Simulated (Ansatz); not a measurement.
# KCl: a single-point run

Wanted: a converged single-point run for KCl, and a check of what comes out. The structure is shown as the input types it. The cell is built on a prototype (CsCl type) and needn't be the phase found in nature.

Method: density functional or hybrid calculation with the settings of its input, plane waves (as first typed), in Ansatz 0.2.0.

1 further run of the same task is left out (it didn't finish).

## 1. The system as given

The structure is cubic, space group Pm-3m (No. 221). Conventional cell: a = 3.771 Å, b = 3.771 Å, c = 3.771 Å, α = 90.00°, β = 90.00°, γ = 90.00°. K (site symmetry m-3m) has 8 Cl at 3.27 Å as nearest neighbours. Around Cl (site symmetry m-3m) lie 8 K at 3.27 Å.

Structure file:

```xyz
2
Lattice="3.7712 0.0000 0.0000 0.0000 3.7712 0.0000 0.0000 0.0000 3.7712" Properties=species:S:1:pos:R:3 pbc="T T T"
K     0.0000    0.0000    0.0000
Cl    1.8856    1.8856    1.8856
```

## 2. The calculation

File input.yaml:

```yaml
crystal:
  lattice:
    - [3.7711682906, 0.0, 0.0]
    - [0.0, 3.7711682906, 0.0]
    - [0.0, 0.0, 3.7711682906]
  atoms:
    - { symbol: K, position: [0.0, 0.0, 0.0] }
    - { symbol: Cl, position: [0.5, 0.5, 0.5] }
kpoints:
  mp_grid: { grid: [4, 4, 4] }
hamiltonian:
  xc: hse06
scf:
  occupations: { method: fixed }
  n_extra_bands: 4
  mixing: { beta: 0.005 }
  max_iter: 80
output:
  forces: true
  stress: true
  eigenvalues: true
```

Launch:

```
$ ansatz run input.yaml --threads 4 --pin off --max-ram 3686MiB --backend cpu --events-out ev --progress --plain --runs-dir out
```

**Question.** How will this run end, and is anything wrong with its input?

The run converged and reported no error, with warnings (stress exchange threshold loose, stress scf threshold loose). Its log warns: «output.stress: scf.convergence.dr2_threshold = 1e-7 eV (the SCF's general default) is looser than the 2e-10 eV advised for a printed stress (1e-10 eV for each atom of the ...»

Look at the input: scf.mixing.beta is 0.005. What could go wrong: mixing too weak. Here it converged all the same; such a setting changes the road, not the converged state.

Run again and compare: delete scf.mixing.beta (the default then holds).
